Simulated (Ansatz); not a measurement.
# Si2Mo (I4/mmm) in Ansatz: a series of runs

One crystal, Si2Mo, is run at these levels: revPBE+D4+U, BLYP+D3(BJ), r2SCANh+D3(BJ); tasks: atomic charges, electron localisation function.

Everything below comes from runs of Ansatz 0.2.0. Logs are shortened: lines on timing, memory, paths and dates and some standing lists are left out, and cuts for length are marked.

### Step 1. The crystal as given

Symmetry: I4/mmm, No. 139, tetragonal system. The conventional cell has a = 3.200 Å, b = 3.200 Å, c = 7.861 Å, α = 90.00°, β = 90.00°, γ = 90.00°. Mo (site symmetry 4/mmm) is surrounded by 10 Si at 2.62 Å. Around Si (site symmetry 4mm) lie 5 Si at 2.61 to 2.63 Å and 5 Mo at 2.62 Å.

### Step 2. Atomic charges, revPBE+D4+U, spin-orbit coupling, no magnetisation

Contents of input.yaml:

```yaml
crystal:
  lattice:
    - [-1.6, 1.6, 3.9305]
    - [1.6, -1.6, 3.9305]
    - [1.6, 1.6, -3.9305]
  atoms:
    - { symbol: Mo, position: [0.0, 0.0, 0.0] }
    - { symbol: Si, position: [0.667, 0.667, 0.0] }
    - { symbol: Si, position: [0.333, 0.333, 0.0] }
hamiltonian:
  xc: revpbe
  pseudopotentials: { kind: nc_fr }
  dispersion: d4
  hubbard:
    sites: [{ species: Mo, l: d, u_eff: 1.0 }]
    projectors: all-electron-atomic
    double_counting: fll
magnetization:
  noncollinear: true
  spin_orbit: true
kpoints:
  mp_grid: { grid: [12, 12, 12] }
scf:
  occupations: { method: fixed }
output:
  forces: true
  stress: true
  eigenvalues: true
  bader: false
  populations: true
  write_density: true
  write_potential: true
  elf: true
  volumetric_format: npy
```

Potentials or basis: PseudoDojo standard (PBE files).

Run with:

```
> ansatz run input.yaml --threads 2 --pin off --max-ram 5120MiB --backend cpu --events-out ev --progress --plain --runs-dir out
```

Log:

```text
Warning: RAYON_NUM_THREADS=2 ignored (pool sized by the plan → 2); use --threads N
Engine: ansatz 0.2.0, aarch64-unknown-linux-gnu
Pseudopotentials: kind: nc_fr
Pseudopotential: Mo, nc_fr, valence charge 14, recommended cutoff 1088.45545 eV (normal), Mo.nc_fr.azcp (PseudoDojo's, or run here from an input of PseudoDojo's: the run reads no file of this project's for it)
Pseudopotential: Si, nc_fr, valence charge 4, recommended cutoff 489.804952 eV (normal), Si.nc_fr.azcp (PseudoDojo's, or run here from an input of PseudoDojo's: the run reads no file of this project's for it)
Functional definition: revPBE
  parameter kappa = 1.245
  parameter beta = 0.06672455060314922
  exchange = pbe_x(kappa = kappa, mu = beta*pi^2/3)
  correlation = pbe_c(beta = beta)
non-collinear run that drives no moment, with spin-orbit: no starting moment large enough to seed its density (crystal.atoms[].spin), no starting occupations that ask for one, no magnetisation constraint and no magnetic field, so the semilocal B_xc is pinned to zero
Crystal: 3 atoms, lattice volume = 40.248 Å³
Basis set: ecut = 1088.45545 eV, 3301 PW (Γ), exchange–correlation on 100×100×100 points (8 copies of the dense FFT grid, shifted against one another)
Bands: 30, of which v1, the nominal top of the filled ones, is band 22 counted from 1 (21 counted from 0)
Symmetry: 16 space group operations + 16 with time reversal
Magnetic group: BNS 139.532 (UNI 1192), of the structure as read, at distance tolerance 3.4e-5 Å
k-points: 163 of 1728
Projection manifold: j_resolved (fully-relativistic pseudo-atomic orbitals)
Non-local potential: Mo, projectors of the file, l = 0: 2, l = 1: 4, l = 2: 4
Non-local potential: Si, projectors of the file, l = 0: 2, l = 1: 4, l = 2: 4
Initial density: superposition of atomic densities (chi_scale 0.1, normalization cell, long waves kept (reshape's long-wave potential 0.00 eV rms))
Initial wavefunctions: pseudopotential atomic-orbital guess
Functional: x = revpbe(κ = 1.245, μ = 0.2195149727645171), c = pbe(β = 0.06672455060314922)
SCF iter   1: F=—  HF=-2147.023236 eV  |F-HF|=—  |Δ(HF+E_count)|=         —  Δρ=9.31e-2  dr2=5.13e0  dr2_m=0.00e0 (ungated)  ethr=3.10e-3  |M|=0.00e0 ∫|m|=0.00e0 μB  |m|>n=0.0e0 m-floor=0.0e0 τ_xc=0.0e0  β_m=0.30  ⟨swp⟩=5.1  Hψ=22482  notcnv=0  defer=595
preconditioner: auto → none  [insulator: Δε(μ)=0.048 eV  Ē_g=8.024 eV  n_scr=10 (ndim 8)  ℏωp=21.9 eV  f_vac=0.000  ε∞_Penn≈8.4]
SCF iter   2: F=—  HF=-2146.169347 eV  |F-HF|=—  |Δ(HF+E_count)|=   8.54e-1  Δρ=3.87e-2  dr2=7.86e-1  dr2_m=0.00e0 (ungated)  ethr=3.10e-3  |M|=0.00e0 ∫|m|=0.00e0 μB  |m|>n=0.0e0 m-floor=0.0e0 τ_xc=0.0e0  β_m=0.28  ⟨swp⟩=3.4  Hψ=11435  notcnv=0  defer=596
SCF iter   3: F=—  HF=-2146.109427 eV  |F-HF|=—  |Δ(HF+E_count)|=   5.99e-2  Δρ=2.51e-2  dr2=1.54e-1  dr2_m=0.00e0 (ungated)  ethr=3.10e-3  |M|=0.00e0 ∫|m|=0.00e0 μB  |m|>n=0.0e0 m-floor=0.0e0 τ_xc=0.0e0  β_m=0.52  ⟨swp⟩=2.1  Hψ=6726  notcnv=0  defer=628
SCF iter   4: F=—  HF=-2146.181111 eV  |F-HF|=—  |Δ(HF+E_count)|=   7.17e-2  Δρ=3.29e-3  dr2=2.64e-3  dr2_m=0.00e0 (ungated)  ethr=7.01e-4  |M|=0.00e0 ∫|m|=0.00e0 μB  |m|>n=0.0e0 m-floor=0.0e0 τ_xc=0.0e0  β_m=0.54  ⟨swp⟩=2.9  Hψ=8662  notcnv=0  defer=644
SCF iter   5: F=—  HF=-2146.182300 eV  |F-HF|=—  |Δ(HF+E_count)|=   1.19e-3  Δρ=6.96e-4  dr2=9.05e-5  dr2_m=0.00e0 (ungated)  ethr=1.20e-5  |M|=0.00e0 ∫|m|=0.00e0 μB  |m|>n=0.0e0 m-floor=0.0e0 τ_xc=0.0e0  β_m=0.64  ⟨swp⟩=3.1  Hψ=8445  notcnv=0  defer=652
SCF iter   6: F=—  HF=-2146.182285 eV  |F-HF|=—  |Δ(HF+E_count)|=   1.48e-5  Δρ=8.72e-5  dr2=1.20e-6  dr2_m=0.00e0 (ungated)  ethr=4.11e-7  |M|=0.00e0 ∫|m|=0.00e0 μB  |m|>n=0.0e0 m-floor=0.0e0 τ_xc=0.0e0  β_m=0.77  ⟨swp⟩=2.3  Hψ=8107  notcnv=0  defer=650
SCF iter   7: F=-2146.182285 eV  HF=-2146.182285 eV  |F-HF|=2.84e-8  |Δ(HF+E_count)|=   3.42e-7  Δρ=1.40e-5  dr2=5.26e-8  dr2_m=0.00e0 (ungated)  ethr=4.55e-10  |M|=0.00e0 ∫|m|=0.00e0 μB  |m|>n=0.0e0 m-floor=0.0e0 τ_xc=0.0e0  ⟨swp⟩=18.0  Hψ=48005  notcnv=0
SCF 1 converged in 7 iterations: F = -2146.182285 eV  dr2 = 5.26e-8
SCF converged after 7 iterations
Magnetization: |M| = 0.0000 μB,  M = (+0.0000, +0.0000, +0.0000) μB
Absolute magnetization: 0.0000 μB (∫|m|)
  site 0: m = (+0.0000, +0.0000, +0.0000) μB, |m| = 0.0000 μB  (R = 1.08 Å)
  site 1: m = (+0.0000, +0.0000, +0.0000) μB, |m| = 0.0000 μB  (R = 1.08 Å)
  site 2: m = (+0.0000, +0.0000, +0.0000) μB, |m| = 0.0000 μB  (R = 1.08 Å)
Free energy (F): -2146.182285 eV
Harris-Foulkes:  -2146.182285 eV  (|F-HF|=2.84e-8)
Internal energy: -2146.182285 eV  (E = F + TS)
E sigma→0 (E₀):  -2146.182285 eV
Fermi energy:    16.536864 eV
--- Per-component energies (eV) ---
  E_band       = -44.375727
  E_kinetic    = 700.671376
  E_local      = -1439.916042  (includes V_loc(G=0)·N_el)
  E_nonlocal   = 262.636019
  E_hartree    = 410.133771
  E_xc         = -370.262897
  E_vxc        = -386.191623  (∫ρ·V_xc dr)
  E_hubbard    = 0.935463  (on-site DFT+U / exact-exchange correction)
  E_vhub       = -1.841244  (the Hubbard potential's part of the band-sum identity)
  E_ewald      = -1707.522119
  E_disp       = -2.857856  (pairwise vdW)
  E_smearing   = -0.000000  (= −TS)
  E_closure    = -0.000000  (closes the sum)
  Σ components = -2146.182285   (vs F -2146.182285, Δ=0.00e0)
--- Hubbard shell moments (per corrected site; Tr N, ν in electrons; μ in μ_B) ---
  shell 0: Tr N=7.4241  μ_S=(+0.0000, -0.0000, +0.0000)  μ_L=(-0.0000, +0.0000, +0.0000)  μ=(-0.0000, +0.0000, +0.0000)  ν=0.0151 along (+0.000, -0.000, +1.000)
--- Forces (eV/Å), atoms counted from 1 ---
  atom   1  Mo     0.00000000    -0.00000000    -0.00000000
  atom   2  Si    -0.00000000     0.00000000    -0.47958554
  atom   3  Si     0.00000000    -0.00000000     0.47958554
  max |Σ_I F_I| component: 4.16e-17 eV/Å
--- Stress (GPa, compression-positive) ---
       -8.402192       0.000000       0.000000
        0.000000      -8.402192       0.000000
        0.000000       0.000000     -11.077505
  P = ⅓ Tr σ = -9.2940 GPa (-92.940 kbar)
--- Band table (eV; the first three rows and the last of 163) ---
  k-point 0: bands = ["-44.4572", "-44.4572", "-20.2692", "-20.2692", "-17.8301", "-17.8301", "-17.7423", "-17.7423", "2.6178", "2.6178", "9.6259", "9.6259", "12.6189", "12.6189", "13.0489", "13.0489", "13.2773", "13.2773", "13.3399", "13.3399", "16.4370", "16.4370", "19.1312", "19.1312", "19.1976", "19.1976", "19.6975", "19.6975", "19.8280", "19.8280"]
  k-point 1: bands = ["-44.4543", "-44.4543", "-20.2770", "-20.2770", "-17.8339", "-17.8339", "-17.7598", "-17.7598", "2.8297", "2.8297", "9.8247", "9.8247", "11.8938", "11.8938", "12.7741", "12.7741", "13.1186", "13.1186", "14.0831", "14.0831", "15.6746", "15.6746", "18.5805", "18.5805", "19.4875", "19.4875", "19.5789", "19.5789", "19.8523", "19.8523"]
  k-point 2: bands = ["-44.4472", "-44.4472", "-20.2980", "-20.2980", "-17.8436", "-17.8436", "-17.8062", "-17.8062", "3.4376", "3.4376", "10.3022", "10.3022", "11.1560", "11.1560", "11.7017", "11.7017", "13.3219", "13.3219", "14.2130", "14.2130", "14.6487", "14.6487", "18.2948", "18.2948", "19.4925", "19.4925", "19.7898", "19.7898", "19.9916", "19.9916"]
  k-point 162: bands = ["-44.4615", "-44.4615", "-20.2767", "-20.2767", "-17.8493", "-17.8493", "-17.7443", "-17.7443", "4.4197", "4.4197", "6.0382", "6.0382", "12.5557", "12.5557", "13.7591", "13.7591", "15.3678", "15.3678", "15.4470", "15.4470", "15.4983", "15.4983", "15.5938", "15.5938", "16.5787", "16.5787", "20.7195", "20.7195", "21.2275", "21.2275"]
Occupation matrices written to <dir>
--- Löwdin populations: 3 sites ---
  site symbol       q [e]
     0     Mo     14.1490
     1     Si      3.8269
     2     Si      3.8269
  spilling = 0.008961 (of n_electrons = 22.000000)
```

populations.tsv:

```text
# site	symbol	l	j	q
# orbitals = lowdin
# n_electrons = 22.000000
# spilling = 0.008961
0	Mo	0_4S	0.5	1.921157
0	Mo	0_5S	0.5	0.475770
0	Mo	1_4P	0.5	1.995764
0	Mo	1_4P	1.5	3.989786
0	Mo	2_4D	1.5	2.354071
0	Mo	2_4D	2.5	3.412422
1	Si	0_3S	0.5	1.130267
1	Si	1_3P	0.5	0.905926
1	Si	1_3P	1.5	1.790751
2	Si	0_3S	0.5	1.130267
2	Si	1_3P	0.5	0.905926
2	Si	1_3P	1.5	1.790751
```

Wall time 1.9 min (2 threads of Arm Neoverse V2, shared host); peak memory 2.3 GiB.

What came out:

| Property | Result |
| --- | --- |
| Free energy | -2146.1823 eV |
| Pressure | -9.3 GPa |
| Largest force | 0.480 eV/Å |
| Band gap on the k mesh | none (metal or under the smearing width) |

Forces in eV/Å, atoms in the order of the input:
```
Mo   0.000  0.000  0.000
Si   0.000  0.000 -0.480
Si   0.000  0.000  0.480
```

Stress tensor (GPa, compression positive):
```
 -8.40   0.00   0.00
  0.00  -8.40   0.00
  0.00   0.00 -11.08
```

Caveat: the potentials were made for another functional, which shifts forces and pressure; U without spin polarisation on a metal has little footing; pairwise dispersion overbinds metals, which lowers pressure and volume; the U is typed as a test and isn't derived for this compound.

### Step 3. Electron localisation function, BLYP+D3(BJ) (volume scaled by 0.92)

Contents of input.yaml:

```yaml
crystal:
  lattice:
    - [-1.556142122, 1.556142122, 3.8227603815]
    - [1.556142122, -1.556142122, 3.8227603815]
    - [1.556142122, 1.556142122, -3.8227603815]
  atoms:
    - { symbol: Mo, position: [0.0, 0.0, 0.0] }
    - { symbol: Si, position: [0.667, 0.667, 0.0] }
    - { symbol: Si, position: [0.333, 0.333, 0.0] }
hamiltonian:
  xc: blyp
  pseudopotentials: { kind: paw, source: jth }
  dispersion: d3bj
kpoints:
  mp_grid: { grid: [12, 12, 12] }
scf:
  occupations: { method: cold, width: 0.15 }
output:
  forces: true
  stress: true
  eigenvalues: true
  write_density: true
  write_potential: true
  elf: true
  volumetric_format: npy
```

Potentials or basis: JTH PAW.

Run with:

```
> ansatz run input.yaml --threads 2 --pin off --max-ram 5120MiB --backend cpu --events-out ev --progress --plain --runs-dir out
```

It took 27 s on 2 threads of Arm Neoverse V2, shared host; peak memory 1.1 GiB.

It converged, with:

| Item | Value |
| --- | --- |
| Free energy | -6247.1324 eV |
| Pressure | 14.5 GPa |
| Largest force | 0.170 eV/Å |
| Band gap on the k mesh | none (metal or under the smearing width) |

Forces on the atoms (eV/Å):
```
Mo   0.000  0.000  0.000
Si   0.000  0.000 -0.170
Si   0.000  0.000  0.170
```

Stress tensor (GPa, compression positive):
```
14.63  0.00  0.00
 0.00 14.63  0.00
 0.00  0.00 14.16
```

Levels at points of the mesh, in eV from the Fermi level:
```
              k point  band 9  band 10  band 11  band 12  band 13  band 14
   (0.00, 0.00, 0.00)   -2.90    -2.90     0.42     3.25     3.55     3.93
  (0.00, 0.00, -0.50)   -4.77    -3.36    -0.96     2.61     3.08     3.32
  (0.00, -0.50, 0.00)   -2.86    -2.76    -0.61     2.55     3.16     4.55
(-0.50, -0.50, -0.50)   -0.67    -0.67    -0.52    -0.52     0.58     4.91
```

Caveat: pairwise dispersion overbinds metals, which lowers pressure and volume.

(Part 1 of 2 ends here.)
